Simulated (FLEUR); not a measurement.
**Au: band structure with SCAN**

Crystal: Au.

```
Au
1.0
     1.41131   -2.55593    0.00000
     1.41131    2.55593    0.00000
     0.00000    0.00000    4.89317
Au
2
Direct
  0.33467 0.66533 0.25000
  0.66533 0.33467 0.75000
```

This isn't the form of Au at room conditions, which is fcc.

```
Program                  : FLEUR MaX-R8.1 (later development tree)
Task                     : band structure
Functional               : SCAN
Potentials or basis      : all-electron
Basis                    : FLAPW
Kmax                     : 4.1 1/bohr
k mesh                   : 11 × 11 × 6
Occupations              : fermi-dirac, width 0.05 eV
Spin                     : no spin polarisation
Gmax                     : 12.7 1/bohr
Muffin-tin radii         : Au 2.47 bohr
lmax                     : Au 10
lnonsphr                 : Au 10
Local orbitals a species : Au 5
Max iterations           : 80
Mixing factor            : 0.05
Mixer                    : Anderson
Mixer history            : 30
Density convergence      : 0.0001 me/bohr^3
```

```yaml
Band_gap_along_the_path: none (metal or under the smearing width)
Valence_electrons_inside_the_program's_atomic_spheres: Au 17.34 (radii Au 2.47 bohr)
```

Levels at the corners of the path, in eV from the Fermi level:
| point | band 16 | band 17 | band 18 | band 19 | band 20 | band 21 | band 22 | band 23 |
| --- | --- | --- | --- | --- | --- | --- | --- | --- |
| Γ | -3.59 | -3.41 | -2.24 | -2.16 | -0.91 | 2.47 | 15.35 | 16.26 |
| X | -2.48 | -2.44 | -2.38 | 2.25 | 2.61 | 4.19 | 9.77 | 9.79 |
| S | -2.03 | -1.79 | -1.63 | 0.63 | 1.84 | 5.95 | 7.42 | 7.57 |
| R | -2.38 | -1.67 | -1.67 | 0.80 | 0.80 | 4.14 | 4.14 | 13.58 |
| A | -3.65 | -2.10 | -2.10 | 4.21 | 4.21 | 4.86 | 4.86 | 6.84 |
| Z | -4.27 | -2.72 | -2.72 | -2.57 | -2.57 | 10.67 | 10.67 | 15.63 |
| Γ | -3.59 | -3.41 | -2.24 | -2.16 | -0.91 | 2.47 | 15.35 | 16.26 |
| Y | -1.93 | -1.89 | -1.71 | 0.33 | 1.33 | 5.55 | 6.92 | 7.22 |
| X1 | -2.48 | -2.44 | -2.38 | 2.25 | 2.61 | 4.19 | 9.77 | 9.79 |
| A1 | -3.65 | -2.10 | -2.10 | 4.21 | 4.21 | 4.86 | 4.86 | 6.84 |
| T | -2.37 | -1.78 | -1.78 | 0.41 | 0.41 | 3.56 | 3.56 | 13.18 |
| Y | -1.93 | -1.89 | -1.71 | 0.33 | 1.33 | 5.55 | 6.92 | 7.22 |
| Z | -4.27 | -2.72 | -2.72 | -2.57 | -2.57 | 10.67 | 10.67 | 15.63 |
| T | -2.37 | -1.78 | -1.78 | 0.41 | 0.41 | 3.56 | 3.56 | 13.18 |

Core levels (eV from the Fermi level):
```
atom                                                                                                                                                                                                                                     levels
1 Au  1s1/2 -80656.9, 2s1/2 -14216.9, 2p1/2 -13629.8, 2p3/2 -11794.0, 3s1/2 -3352.9, 3p1/2 -3089.6, 3p3/2 -2684.5, 4s1/2 -725.4, 3d3/2 -2248.8, 3d5/2 -2161.8, 4p1/2 -613.2, 4p3/2 -516.1, 4d3/2 -332.9, 4d5/2 -314.8, 4f5/2 -79.9, 4f7/2 -76.1
2 Au  1s1/2 -80656.9, 2s1/2 -14216.9, 2p1/2 -13629.8, 2p3/2 -11794.0, 3s1/2 -3352.9, 3p1/2 -3089.6, 3p3/2 -2684.5, 4s1/2 -725.4, 3d3/2 -2248.8, 3d5/2 -2161.8, 4p1/2 -613.2, 4p3/2 -516.1, 4d3/2 -332.9, 4d5/2 -314.8, 4f5/2 -79.9, 4f7/2 -76.1
```

Wall time 2 min on 1 thread of Arm Neoverse V2, with other jobs on the host, peak memory 0.11 GiB.

Caveat: the meta-GGA is that of a development version, with a GGA for the radial functions and cores and without core tails; spin-orbit coupling is left out, which moves the levels of the heavy elements.
